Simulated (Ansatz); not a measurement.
CuAu (P4/mmm), tetragonal deformation path

All numbers below come from DFT PBE, scalar-relativistic, plane waves, PAW (Ansatz). Settings: plane waves to 420 eV, k-mesh 18×18×14 (Γ-centred), Gaussian smearing 0.15 eV. Spin–orbit coupling is left out, which can shift energies with elements as heavy as these. No spin polarisation. Energies are free energies at this smearing, counted from the undisturbed cell; pressure is positive in compression.

The starting cell (as given, not relaxed at this level; it stands at 6.8 GPa, and it needn't be the usual structure):

```yaml
crystal:
  lattice:
    - [2.80000, 0.00000, 0.00000]
    - [0.00000, 2.80000, 0.00000]
    - [0.00000, 0.00000, 3.67000]
  atoms:
    - { symbol: Cu, position: [0.50000, 0.50000, 0.50000] }
    - { symbol: Au, position: [0.00000, 0.00000, 0.00000] }
```

At fixed volume and fractional coordinates, lengths along (0.000, 0.000, 1.000) are scaled against those across it; ρ is that ratio over its starting value. The cell is metallic on the mesh throughout.

| ρ | ΔE (meV/atom) | pressure (GPa) |
| --- | --- | --- |
| 0.800 | 4.5 | 6.4 |
| 0.850 | 2.4 | 6.4 |
| 0.920 | ? | ? |
| 0.960 | -1.4 | 6.6 |
| 1.000 | 0.0 | 6.8 |
| 1.050 | 6.4 | 7.1 |
| 1.100 | ? | ? |
| 1.200 | 87.1 | 10.5 |
| 1.300 | 202.6 | 14.9 |

Task: Give the withheld values.

Result: ΔE (meV/atom) at ρ = 0.920: -0.1; pressure (GPa) at ρ = 0.920: 6.5; ΔE (meV/atom) at ρ = 1.100: 21.5; pressure (GPa) at ρ = 1.100: 7.8.